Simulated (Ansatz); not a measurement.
## Point defect: N interstitial in GaN

Method: DFT PBE, scalar-relativistic, plane waves, PAW in Ansatz. Settings: 420 eV cutoff, 2×2×2 k-mesh, shifted by half a step, Gaussian smearing of 0.01 eV, collinear spin in charge 0, -2 alone.

Host crystal, relaxed:

```
CELL_PARAMETERS angstrom
0.00000 2.27424 2.27424
2.27424 0.00000 2.27424
2.27424 2.27424 0.00000
ATOMIC_POSITIONS crystal
Ga 0.00000 0.00000 0.00000
N 0.75000 0.75000 0.75000
```

Supercell of 32 atoms, rows in host cell vectors: 1 1 1; 1 -3 1; 1 1 -3. Atoms relax at the host's cell, keeping the symmetry that the supercell leaves at the site. The cell is small, so energies carry finite-size errors of tenths of an eV. The host's Kohn–Sham gap is 1.54 eV.

Defect: N interstitial at (0.250, 0.250, 0.250) of the host cell, charge -1.

Question: Give the relaxed supercell.

Answer:
```xyz
33
Lattice="4.5485 4.5485 4.5485 -4.5485 4.5485 -4.5485 -4.5485 -4.5485 4.5485" Properties=species:S:1:pos:R:3 pbc="T T T"
Ga   -4.5079    2.2901    2.2901
Ga   -0.0159    4.5891   -0.0159
Ga   -2.2584    2.2337    4.5326
Ga    0.0231    2.2512    2.2512
Ga    2.2901    4.5891    2.2901
Ga   -4.5643   -2.2584    2.2337
Ga   -0.0159   -0.0159    4.5891
Ga    2.2901    2.2901    4.5891
Ga    0.0231    0.0231    0.0231
Ga   -2.2973   -2.2973    4.5715
Ga   -2.2584    4.5326    2.2337
Ga   -4.5643    2.2337   -2.2584
Ga   -2.2973    4.5715   -2.2973
Ga   -4.5079   -0.0159   -0.0159
Ga   -2.3148    2.2901   -0.0159
Ga   -2.3148   -0.0159    2.2901
N     3.4189    3.4189    3.4189
N    -1.1371    5.6856    1.1371
N    -3.4114    3.2358   -3.4114
N    -1.1296    3.4038    3.4038
N    -3.4114    1.1371   -1.1371
N    -1.1447    3.4189   -1.1447
N    -1.1371    1.1371    5.6856
N    -3.4114   -1.1371    1.1371
N    -1.3127    1.1371    1.1371
N     1.1371    3.5869    1.1371
N    -3.4114   -3.4114    3.2358
N    -1.1447   -1.1447    3.4189
N     1.1371    1.1371    3.5869
N    -5.5100    1.1371    1.1371
N    -3.4114    3.4114    1.1371
N    -3.4114    1.1371    3.4114
N     1.1371    1.1371    1.1371
```
Around the defect: 4 Ga at 1.93 Å, 6 N at 2.45 Å. The run ended with a moment of 0.00 μB (no spin polarisation).

This zinc-blende form isn't the usual stable structure of the compound.